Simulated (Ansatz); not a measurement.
# PbS: the cost of one run

Program: Ansatz 0.2.0. Level of theory: DFT LDA, scalar-relativistic, plane waves, PAW. These are calculated values, not measurements.

3 further runs of the same task are left out: 1 that didn't finish, 2 set aside as unsound or not needed.

## 1. The starting structure

The structure is cubic, space group F-43m (No. 216). The conventional cell has a = 6.580 Å, b = 6.580 Å, c = 6.580 Å, α = 90.00°, β = 90.00°, γ = 90.00°. Pb (site symmetry -43m) has 4 S at 2.85 Å as nearest neighbours. S (site symmetry -43m) has 4 Pb at 2.85 Å as nearest neighbours.

As a file:

```cif
data_structure
_symmetry_space_group_name_H-M 'P 1'
_symmetry_Int_Tables_number 1
_cell_length_a 4.6530
_cell_length_b 4.6530
_cell_length_c 4.6530
_cell_angle_alpha 60.000
_cell_angle_beta 60.000
_cell_angle_gamma 60.000
_cell_volume 71.24
loop_
_atom_site_label
_atom_site_type_symbol
_atom_site_fract_x
_atom_site_fract_y
_atom_site_fract_z
_atom_site_occupancy
Pb1 Pb 0.00000 0.00000 0.00000 1
S1 S 0.25000 0.25000 0.25000 1
```

This is a trial structure built by rule; it need not be a known or stable form of this composition.

The cell is the ideal cubic zincblende prototype; whether it is the stable structure of this composition wasn't checked.

## 2. Single point at 1.040 V0

The input, input.yaml:

```yaml
crystal:
  lattice:
    - [0.0, 3.2902, 3.2902]
    - [3.2902, 0.0, 3.2902]
    - [3.2902, 3.2902, 0.0]
  atoms:
    - { symbol: Pb, position: [0.0, 0.0, 0.0] }
    - { symbol: S, position: [0.25, 0.25, 0.25] }
basis:
  ecutwfc: 420
kpoints:
  mp_grid: { grid: [10, 10, 10] }
hamiltonian:
  xc: lda
scf:
  occupations: { method: gaussian, width: 0.02 }
output:
  forces: true
  stress: true
  eigenvalues: true
```

Run with:

```console
ansatz run input.yaml --threads 1 --pin off --max-ram 1228MiB --backend cpu --events-out ev --progress --plain --runs-dir out
```

**Question.** How long does this run take on 1 thread of Arm Neoverse N1, shared host, and how much memory does it need?

About 9.3 s, with a peak of 0.34 GiB.
